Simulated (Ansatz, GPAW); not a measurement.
Given: the input of a run of GPAW 26.7.0 (ASE script) on YN. 

run.py

```python
from ase import Atoms
from ase.dft.bandgap import bandgap
from ase.io import write
from ase.units import GPa
from gpaw import GPAW, PW

atoms = Atoms(['Y', 'N'],
              cell=[[0.0, 2.4385, 2.4385],
                    [2.4385, 0.0, 2.4385],
                    [2.4385, 2.4385, 0.0]],
              scaled_positions=[[0.0, 0.0, 0.0],
                                [0.5, 0.5, 0.5]],
              pbc=True)

calc = GPAW(mode=PW(800),
            xc='LDA',
            kpts={'size': (9, 9, 9), 'gamma': True},
            occupations={'name': 'methfessel-paxton', 'order': 0, 'width': 0.02},
            nbands=18,
            convergence={'density': 1e-05, 'energy': 1e-05},
            maxiter=150,
            txt='gpaw.txt')
atoms.calc = calc
energy = atoms.get_potential_energy()
forces = atoms.get_forces()
stress = atoms.get_stress()
calc.write('gs.gpw')
write('result.traj', atoms)
print(f'Energy: {energy:.6f} eV')
print('Forces (eV/A):')
print(forces.round(4))
print('Stress (GPa):', (stress / GPa).round(3))
print('Fermi level:', round(calc.get_fermi_level(), 4), 'eV')
print(f'Gap: {bandgap(calc)[0]:.4f} eV, direct: {bandgap(calc, direct=True)[0]:.4f} eV')
```

Potentials or basis: the program's PAW data sets (release 1.2.1) made for this functional, pw.

Launch:

```console
$ OMP_NUM_THREADS=1 python run.py
```

Q: What does the same run look like in Ansatz 0.2.0? Potentials or basis there: Ansatz PAW, cutoff 420 eV.

A: As run (cutoffs and basis follow the program's own potentials, and thresholds, step limits or extra output files can differ):

Contents of input.yaml:

```yaml
crystal:
  lattice:
    - [0.0, 2.4385, 2.4385]
    - [2.4385, 0.0, 2.4385]
    - [2.4385, 2.4385, 0.0]
  atoms:
    - { symbol: "Y", position: [0.0, 0.0, 0.0] }
    - { symbol: "N", position: [0.5, 0.5, 0.5] }
hamiltonian:
  xc: lda
  pseudopotentials: { kind: paw }
kpoints:
  mp_grid: { grid: [9, 9, 9] }
scf:
  occupations: { method: gaussian, width: 0.02 }
output:
  forces: true
  stress: true
  eigenvalues: true
```

Potentials or basis: Ansatz PAW.

Launch:

```sh
$ ansatz run input.yaml --threads 1 --pin off --max-ram 3584MiB --backend cpu --events-out ev --progress --plain --runs-dir out
```

Both were run:

|  | GPAW | Ansatz |
| --- | --- | --- |
| Pressure | -7.2 GPa | -5.9 GPa |

Ansatz's pressure holds a Pulay term of +0.39 GPa for its cutoff of 420 eV, which the other run lacks.

Ansatz's potentials were made for PBE.

Where Ansatz's input types no cutoff or centring, it takes its own default and a Γ-centred mesh.

The two programs' LDA may be different fits to the electron gas.

Pressure is positive in compression.
